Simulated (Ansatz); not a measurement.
A relaxation computed with Ansatz, from input to last step.

```yaml
crystal:
  lattice:
    - [2.9665892434, 0.0, 0.0]
    - [-1.4832946217, 2.5691416474, 0.0]
    - [0.0, 0.0, 3.3349182374]
  atoms:
    - { symbol: Mg, position: [0.0, 0.0, 0.0] }
    - { symbol: B, position: [0.3333333333, 0.6666666667, 0.5] }
    - { symbol: B, position: [0.6666666667, 0.3333333333, 0.5] }
basis:
  ecutwfc: 420
kpoints:
  mp_grid: { grid: [15, 15, 12] }
hamiltonian:
  xc: pbe
scf:
  occupations: { method: gaussian, width: 0.1 }
output:
  forces: true
  stress: true
  eigenvalues: true
relax:
  adjacent_minimum: "off"
  f_tol: 0.01
  max_steps: 30
  cell: { stress_tol: 0.1, fix: [volume] }
```

```bash
ansatz run input.yaml --threads 1 --pin off --max-ram 2560MiB --backend cpu --events-out ev --progress --plain --runs-dir out
```

Theory: DFT PBE, scalar-relativistic, plane waves, PAW (Ansatz 0.2.0).

The volume is held at 0.88 times that of the relaxed cell.

Of 4 frames 3 are shown, positions in Å and forces in eV/Å; the SCF threshold varies from step to step. Steps run on the plane waves of an earlier cell, with a Pulay correction in the pressure. The basis is chosen afresh for the last frame, the zero of the energies, and at times for earlier ones too; energy and pressure step there, also at an unchanged geometry.

```xyz
3
Lattice="2.9666 0.0000 0.0000 -1.4833 2.5691 0.0000 0.0000 0.0000 3.3349" Properties=species:S:1:pos:R:3:forces:R:3 pbc="T T T" step=1 free_energy_over_end_meV_per_atom=0.36 pressure_GPa=23.37
Mg    0.0000    0.0000    0.0000    0.0000    0.0000    0.0000
B     0.0000    1.7128    1.6675    0.0000    0.0000    0.0000
B     1.4833    0.8564    1.6675    0.0000    0.0000    0.0000
3
Lattice="2.9722 0.0000 0.0000 -1.4861 2.5740 0.0000 0.0000 0.0000 3.3223" Properties=species:S:1:pos:R:3:forces:R:3 pbc="T T T" step=2 free_energy_over_end_meV_per_atom=0.05 pressure_GPa=23.10
Mg    0.0000    0.0000    0.0000    0.0000    0.0000    0.0000
B     0.0000    1.7160    1.6612    0.0000    0.0000    0.0000
B     1.4861    0.8580    1.6612    0.0000    0.0000    0.0000
3
Lattice="2.9750 0.0000 0.0000 -1.4875 2.5764 0.0000 0.0000 0.0000 3.3162" Properties=species:S:1:pos:R:3:forces:R:3 pbc="T T T" step=4 free_energy_over_end_meV_per_atom=0.00 pressure_GPa=22.97
Mg    0.0000    0.0000    0.0000    0.0000    0.0000    0.0000
B     0.0000    1.7176    1.6581    0.0000    0.0000    0.0000
B     1.4875    0.8588    1.6581    0.0000    0.0000    0.0000
```

Time: 16 s on 1 thread of Arm Neoverse V1, on a shared host, peak memory 0.33 GiB.